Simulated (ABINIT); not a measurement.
# NbAs (I4_1md) in ABINIT: reference runs

Reference runs on NbAs: the cell as given.

Everything below comes from runs of ABINIT 10.8.3 (patched build). Logs are shortened: lines on timing, memory, paths and dates and some standing lists are left out, and cuts for length are marked. The log counts tension as positive stress, the text compression.

## (1) The crystal as given

Symmetry: I4_1md, No. 109, tetragonal system. The conventional cell has a = 3.452 Å, b = 3.452 Å, c = 11.680 Å, α = 90.00°, β = 90.00°, γ = 90.00°. Nb (site symmetry 2mm) has 6 As at 2.60 to 2.63 Å as nearest neighbours. As (site symmetry 2mm) has 6 Nb at 2.60 to 2.63 Å as nearest neighbours.

## (2) Equation of state, PBEsol

Input file run.abi:

```
# Datasets: one volume each
ndtset 7
getwfk -1
scalecart1 3*0.9795861087
scalecart2 3*0.9864848297
scalecart3 3*0.9932883884
scalecart4 3*1.0000000000
scalecart5 3*1.0066227096
scalecart6 3*1.0131594038
scalecart7 3*1.0196128224

# Pseudopotentials
pp_dirpath "./"
pseudos "Nb.GGA_PBE-JTH.xml, As.GGA_PBE-JTH.xml"

# Structure
acell 3*1.0 Angstrom
rprim
    -1.7258500000     1.7258500000     5.8400000000
     1.7258500000    -1.7258500000     5.8400000000
     1.7258500000     1.7258500000    -5.8400000000
ntypat 2
znucl 41 33
natom 4
typat 1 1 2 2
xred
     0.5000000000     0.0000000000     0.5000000000
     0.7500000000     0.7500000000     0.0000000000
     0.9160000000     0.4160000000     0.5000000000
     0.1660000000     0.1660000000     0.0000000000

# Plane-wave basis
ecut 16.0
pawecutdg 32.0
pawxcdev 0

# k points
kptopt 1
ngkpt 11 11 11
nshiftk 1
shiftk 0.0 0.0 0.0

# Exchange and correlation
ixc -116133

# Bands and occupations
nband 34
occopt 3
tsmear 0.00183747

# SCF cycle
nstep 100
tolvrs 1.0e-9

# Output
iomode 3
prtwf 1
prtden 0
prteig 0
prtebands 0
enunit 2
```

Potentials or basis: JTH PAW PBE v2.0.

The run is started by

```console
abinit run.abi > log 2>&1
```

run.abo:

```text
.Version 10.8.3 of ABINIT
 DATASET    1 : space group I4_1 m d (#109); Bravais tI (body-center tetrag.)
================================================================================
 Values of the parameters that define the memory need for DATASET  1.
     intxc =       0    ionmov =       0      iscf =      17    lmnmax =      18
     lnmax =       6     mgfft =      45  mpssoang =       3    mqgrid =    3001
     natom =       4  nloc_mem =       2    nspden =       1   nspinor =       1
    nsppol =       1      nsym =       8    n1xccc =       1    ntypat =       2
    occopt =       3   xclevel =       2
       mpw =        1364          nfft =       91125          nkpt =         126
 PAW method is used; the additional fine FFT grid is defined by:
   mgfftf=        60    nfftf =    216000
================================================================================
================================================================================
[... 71 lines left out ...]
 DATASET    7 : space group I4_1 m d (#109); Bravais tI (body-center tetrag.)
================================================================================
 Values of the parameters that define the memory need for DATASET  7.
     intxc =       0    ionmov =       0      iscf =      17    lmnmax =      18
     lnmax =       6     mgfft =      45  mpssoang =       3    mqgrid =    3001
     natom =       4  nloc_mem =       2    nspden =       1   nspinor =       1
    nsppol =       1      nsym =       8    n1xccc =       1    ntypat =       2
    occopt =       3   xclevel =       2
       mpw =        1540          nfft =       91125          nkpt =         126
 PAW method is used; the additional fine FFT grid is defined by:
   mgfftf=        64    nfftf =    262144
================================================================================
================================================================================

--------------------------------------------------------------------------------
------------- Echo of variables that govern the present computation ------------
--------------------------------------------------------------------------------
 -outvars: echo values of preprocessed input variables --------
            acell      1.8897261259E+00  1.8897261259E+00  1.8897261259E+00 Bohr
              amu      9.29063800E+01  7.49215900E+01
             ecut      1.60000000E+01 Hartree
           enunit           2
           getwfk          -1
                       outvar_i_n : Printing only first  50 k-points.
              ixc     -116133
           jdtset        1    2    3    4    5    6    7
                       outvar_i_n : Printing only first  50 k-points.
         kptrlatt       11    0    0      0   11    0      0    0   11
          kptrlen1     7.02857386E+01
          kptrlen2     7.07807249E+01
          kptrlen3     7.12688832E+01
          kptrlen4     7.17504444E+01
          kptrlen5     7.22256267E+01
[... 158 lines left out ...]
- pspini: atom type   1  psp file is ./Nb.GGA_PBE-JTH.xml
 Pseudopotential format is: paw10
 basis_size (lnmax)=  6 (lmn_size= 18), orbitals=   0   0   1   1   2   2
 Spheres core radius: rc_sph= 2.22094190
 Shapefunction is BESSEL type: shapef(r,l)=aa(1,l)*jl(q(1,l)*r)+aa(2,l)*jl(q(2,l)*r)
 Radius for shape functions =  1.90969629
 Compensation charge density is not taken into account in XC energy/potential

- pspini: atom type   2  psp file is ./As.GGA_PBE-JTH.xml
 Pseudopotential format is: paw10
 basis_size (lnmax)=  6 (lmn_size= 18), orbitals=   0   0   1   1   2   2
 Spheres core radius: rc_sph= 2.10391912
 Shapefunction is BESSEL type: shapef(r,l)=aa(1,l)*jl(q(1,l)*r)+aa(2,l)*jl(q(2,l)*r)
 Radius for shape functions =  1.70360438
 Compensation charge density is not taken into account in XC energy/potential

   4.37859806E+03                                ecore*ucvol(ha*bohr**3)
--------------------------------------------------------------------------------

================================================================================

--- !BeginCycle
iteration_state: {dtset: 1, }
solver: {iscf: 17, nstep: 100, nline: 4, wfoptalg: 10, }
tolerances: {tolvrs: 1.00E-09, }
...
[... 1440 lines left out ...]
-Cartesian components of stress tensor (GPa)         [Pressure= -1.1164E+01 GPa]
- sigma(1 1)=  1.18326704E+01  sigma(3 2)=  0.00000000E+00
- sigma(2 2)=  1.18326704E+01  sigma(3 1)=  0.00000000E+00
- sigma(3 3)=  9.82667363E+00  sigma(2 1)=  0.00000000E+00

== END DATASET(S) ==============================================================
================================================================================

 -outvars: echo values of variables after computation  --------
            acell      1.8897261259E+00  1.8897261259E+00  1.8897261259E+00 Bohr
           etotal1    -3.4284789797E+02
           etotal2    -3.4285027099E+02
           etotal3    -3.4285130579E+02
           etotal4    -3.4285113565E+02
           etotal5    -3.4284988657E+02
           etotal6    -3.4284767148E+02
           etotal7    -3.4284459119E+02
            fcart1     5.2583242474E-19 -7.7521018224E-19 -7.2762418824E-03
                      -7.7168507240E-19  1.3967192726E-18 -7.2762418824E-03
                       2.0762527892E-18 -9.5951329373E-19  7.2762418824E-03
                      -1.8304001416E-18  3.3800420341E-19  7.2762418824E-03
            fcart2    -4.3445570094E-19 -3.0365409149E-18 -6.6967946728E-03
                      -1.2438536866E-20  2.5896466771E-18 -6.6967946728E-03
                       1.2438536866E-20 -8.5492320112E-19  6.6967946728E-03
                       4.3445570094E-19  1.3018174389E-18  6.6967946728E-03
            fcart3    -6.1004023130E-19  1.1246832447E-18 -6.1616498708E-03
                       1.1246832447E-18  1.1246832447E-18 -6.1616498708E-03
[... 66 lines left out ...]
                      -1.0118186777E-16  1.6319076881E-17  8.7600000000E+00
                      -9.5803920352E-17  1.7258500000E+00  4.8588800000E+00
                      -2.4336893767E-17  5.5539293833E-18  1.9388800000E+00
           xangst5     0.0000000000E+00  1.7372798034E+00  0.0000000000E+00
                       4.9130524129E-17  4.9130524129E-17  8.8180149361E+00
                       0.0000000000E+00  1.7372798034E+00  4.8910589512E+00
                       1.4629983122E-17  7.1184622256E-18  1.9517206392E+00
           xangst6     0.0000000000E+00  1.7485611570E+00  0.0000000000E+00
                       2.9807074894E-16 -2.8943397431E-16  8.8752763773E+00
                      -1.5837354830E-16  1.7485611570E+00  4.9228199639E+00
                       2.2638510288E-18 -3.5224491166E-19  1.9643945048E+00
           xangst7     1.9818039023E-17  1.7596987895E+00 -1.3946047017E-16
                      -4.0698760052E-17  3.8573396041E-17  8.9318083242E+00
                      -1.9536581126E-16  1.7596987895E+00  4.9541763505E+00
                       2.9137678578E-17 -2.9608092479E-17  1.9769069091E+00
             xred      5.0000000000E-01 -1.8707199542E-18  5.0000000000E-01
                       7.5000000000E-01  7.5000000000E-01  2.2552465487E-17
                       9.1600000000E-01  4.1600000000E-01  5.0000000000E-01
                       1.6600000000E-01  1.6600000000E-01  4.9916123612E-18
 Calculation completed.
```

Wall time 46 min (1 thread of Arm Neoverse V2, shared host); peak memory 0.37 GiB.

Results:

```yaml
Equilibrium_volume: 17.17 Å³/atom
Bulk_modulus_at_fixed_shape_and_positions: 179 GPa
Pressure_derivative_of_the_bulk_modulus: 4.4
```

Energy against volume, from the lowest point:
```
volume (Å³/atom)  energy (meV/atom)
          16.351              23.18
          16.699               7.04
          17.047               0.00
          17.395               1.16
          17.743               9.65
          18.091              24.72
          18.438              45.68
```

Caveat: pressures at fixed basis lie under the slope of the energies; the cell was scaled at fixed shape and fractional positions, which overstates the stiffness of a crystal with free parameters, most of all of layers and chains; the PAW data sets were made with another functional, which shifts forces and pressure a little.

## (3) Single point, PBEsol

Input file run.abi:

```
pp_dirpath "./"
pseudos "Nb.GGA_PBE-JTH.xml, As.GGA_PBE-JTH.xml"

acell 6.3295115487 6.3295115487 6.3295115487 Angstrom
rprim
    -0.2726671698     0.2726671698     0.9226620340
     0.2726671698    -0.2726671698     0.9226620340
     0.2726671698     0.2726671698    -0.9226620340
ntypat 2
znucl 41 33
natom 4
typat 1 1 2 2
xred
     0.5000000000     0.0000000000     0.5000000000
     0.7500000000     0.7500000000     0.0000000000
     0.9160000000     0.4160000000     0.5000000000
     0.1660000000     0.1660000000     0.0000000000

ecut 435.382180 eV
pawecutdg 32.0
pawxcdev 0

kptopt 1
ngkpt 11 11 11
nshiftk 1
shiftk 0.0 0.0 0.0

ixc -116133

nband 34
occopt 3
tsmear 0.00183747

nstep 100
tolvrs 1.0e-9

iomode 3
prtwf 0
prtden 0
prteig 0
prtebands 0
enunit 2
```

Potentials or basis: JTH PAW PBE v2.0.

The run is started by

```console
abinit run.abi > log 2>&1
```

run.abo:

```text
.Version 10.8.3 of ABINIT
 Symmetries : space group I4_1 m d (#109); Bravais tI (body-center tetrag.)
================================================================================
 Values of the parameters that define the memory need of the present run
     intxc =       0    ionmov =       0      iscf =      17    lmnmax =      18
     lnmax =       6     mgfft =      45  mpssoang =       3    mqgrid =    3001
     natom =       4  nloc_mem =       2    nspden =       1   nspinor =       1
    nsppol =       1      nsym =       8    n1xccc =       1    ntypat =       2
    occopt =       3   xclevel =       2
       mpw =        1460          nfft =       91125          nkpt =         126
 PAW method is used; the additional fine FFT grid is defined by:
   mgfftf=        64    nfftf =    262144
================================================================================
================================================================================

--------------------------------------------------------------------------------
------------- Echo of variables that govern the present computation ------------
--------------------------------------------------------------------------------
 -outvars: echo values of preprocessed input variables --------
            acell      1.1961043338E+01  1.1961043338E+01  1.1961043338E+01 Bohr
              amu      9.29063800E+01  7.49215900E+01
             ecut      1.60000000E+01 Hartree
           enunit           2
                       outvar_i_n : Printing only first  50 k-points.
              ixc     -116133
                       outvar_i_n : Printing only first  50 k-points.
         kptrlatt       11    0    0      0   11    0      0    0   11
          kptrlen      7.17504444E+01
            natom           4
            nband          34
            ngfft          45      45      45
          ngfftdg          64      64      64
             nkpt         126
            nstep         100
             nsym           8
           ntypat           2
                       prtocc : prtvol=0, do not print more k-points.
           occopt           3
        pawecutdg      3.20000000E+01 Hartree
         pawxcdev           0
           prtden           0
        prtebands           0
           prteig           0
            prtwf           0
            rprim     -2.7266716980E-01  2.7266716980E-01  9.2266203400E-01
                       2.7266716980E-01 -2.7266716980E-01  9.2266203400E-01
[... 201 lines left out ...]
  14.51510   15.20499
 prteigrs : prtvol=0 or 1, do not print more k-points.

--- !EnergyTerms
iteration_state     : {dtset: 1, }
comment             : Components of total free energy in Hartree
kinetic             :  3.42257410374236E+01
hartree             :  7.78411791685382E+01
xc                  : -1.74608416492550E+01
Ewald energy        : -2.27855055091375E+02
psp_core            :  9.32522986451838E+00
local_psp           : -2.44275561528397E+02
PAW spherical_terms :  2.53484142851792E+01
internal            : -3.42850893913368E+02
'-kT*entropy'       : -2.25144828839522E-04
total_energy        : -3.42851119058197E+02
total_energy_eV     : -9.32945422555940E+03
...

--- !EnergyTermsDC
iteration_state     : {dtset: 1, }
comment             : '"Double-counting" decomposition of free energy'
band_energy         : -2.75828494698273E+01
Ewald energy        : -2.27855055091375E+02
psp_core            :  9.32522986451838E+00
xc_dc               : -7.41532687788488E+01
PAW spherical_terms : -2.25849670306184E+01
internal            : -3.42850910506151E+02
'-kT*entropy'       : -2.25144828839522E-04
total_energy_dc     : -3.42851135650980E+02
total_energy_dc_eV  : -9.32945467707204E+03
...

--- !EnergyTermsWithPAWCore
iteration_state     : {dtset: 1, }
comment             : 'Components of total free energy, including PAW core contributions'
Total energy        : -1.21547048522525E+04
Total energy DC     : -1.21547048688453E+04
Total energy (eV)   : -3.30746368440541E+05
Total energy DC (eV): -3.30746368892054E+05
...

 Cartesian components of stress tensor (hartree/bohr^3)
  sigma(1 1)=  9.89576709E-05  sigma(3 2)=  0.00000000E+00
  sigma(2 2)=  9.89576709E-05  sigma(3 1)=  0.00000000E+00
  sigma(3 3)=  6.31449825E-05  sigma(2 1)=  0.00000000E+00

-Cartesian components of stress tensor (GPa)         [Pressure= -2.5602E+00 GPa]
- sigma(1 1)=  2.91143519E+00  sigma(3 2)=  0.00000000E+00
- sigma(2 2)=  2.91143519E+00  sigma(3 1)=  0.00000000E+00
- sigma(3 3)=  1.85778952E+00  sigma(2 1)=  0.00000000E+00

== END DATASET(S) ==============================================================
================================================================================

 -outvars: echo values of variables after computation  --------
            acell      1.1961043338E+01  1.1961043338E+01  1.1961043338E+01 Bohr
           etotal     -3.4285113565E+02
            fcart     -1.4489879802E-18  7.1941636474E-19 -5.6567282659E-03
                       1.7423999039E-18  3.9108042489E-18 -5.6567282659E-03
                      -1.4670596184E-19 -3.1824720448E-18  5.6567282659E-03
                      -1.4670596184E-19 -1.4477485688E-18  5.6567282659E-03
            rprim     -2.7266716980E-01  2.7266716980E-01  9.2266203400E-01
                       2.7266716980E-01 -2.7266716980E-01  9.2266203400E-01
                       2.7266716980E-01  2.7266716980E-01 -9.2266203400E-01
           strten      9.8957670854E-05  9.8957670854E-05  6.3144982459E-05
                       0.0000000000E+00  0.0000000000E+00  0.0000000000E+00
           xangst      0.0000000000E+00  1.7258500002E+00  0.0000000000E+00
                       1.3490747620E-17  1.3490747620E-17  8.7599999996E+00
                      -3.3080580966E-16  1.7258500002E+00  4.8588799998E+00
                       1.8590786172E-17 -1.2618881892E-17  1.9388799999E+00
             xred      5.0000000000E-01 -1.4296920418E-17  5.0000000000E-01
                       7.5000000000E-01  7.5000000000E-01  7.8168714655E-18
                       9.1600000000E-01  4.1600000000E-01  5.0000000000E-01
                       1.6600000000E-01  1.6600000000E-01  1.7301342177E-18
 Calculation completed.
```

It took 6.2 min on 1 thread of Intel Xeon 6975P-C (Granite Rapids), shared host; peak memory 0.33 GiB.

Results:

```yaml
Free_energy: -9329.4547 eV
Pressure: -2.6 GPa
Largest_force: 0.291 eV/Å
Band_gap_on_the_k_mesh: none (metal or under the smearing width)
Valence_electrons_inside_the_program's_atomic_spheres: Nb 10.13; As 12.79
```

Forces in eV/Å, atoms in the order of the input:
```
Nb   0.000  0.000 -0.291
Nb   0.000  0.000 -0.291
As   0.000  0.000  0.291
As   0.000  0.000  0.291
```

Caveat: the PAW data sets were made with another functional, which shifts forces and pressure a little.

## (4) Equation of state, PBEsol

Edit run.abi of step 3 so:

```diff
@@ -1 +1,12 @@
+# Datasets: one volume each
+ndtset 7
+scalecart1 3*0.9795861087
+scalecart2 3*0.9864848297
+scalecart3 3*0.9932883884
+scalecart4 3*1.0000000000
+scalecart5 3*1.0066227096
+scalecart6 3*1.0131594038
+scalecart7 3*1.0196128224
+
+# Pseudopotentials
 pp_dirpath "./"
@@ -3,2 +14,3 @@
 
+# Structure
 acell 6.3295115487 6.3295115487 6.3295115487 Angstrom
@@ -18,3 +30,4 @@
 
-ecut 435.382180 eV
+# Plane-wave basis
+ecut 16.0
 pawecutdg 32.0
@@ -22,2 +35,3 @@
 
+# k points
 kptopt 1
@@ -27,8 +41,11 @@
 
+# Exchange and correlation
 ixc -116133
 
+# Bands and occupations
 nband 34
 occopt 3
-tsmear 0.00183747
+tsmear 0.05 eV
 
+# SCF cycle
 nstep 100
@@ -36,2 +53,3 @@
 
+# Output
 iomode 3
```

The run is started by

```console
mpirun --bind-to none -np 4 abinit run.abi > log 2>&1
```

Wall time 24 min (4 MPI ranks of Intel Xeon Platinum 8259CL at 2.50GHz (Skylake/Cascade Lake), shared host); peak memory 0.88 GiB.

It converged, with:

```yaml
Equilibrium_volume: 17.17 Å³/atom
Bulk_modulus_at_fixed_shape_and_positions: 179 GPa
Pressure_derivative_of_the_bulk_modulus: 4.4
```

Energy against volume, from the lowest point:
```
volume (Å³/atom)  energy (meV/atom)
          16.351              23.18
          16.699               7.04
          17.047               0.00
          17.395               1.16
          17.743               9.65
          18.091              24.72
          18.438              45.68
```

Caveat: pressures at fixed basis lie under the slope of the energies; the cell was scaled at fixed shape and fractional positions, which overstates the stiffness of a crystal with free parameters, most of all of layers and chains; the PAW data sets were made with another functional, which shifts forces and pressure a little.
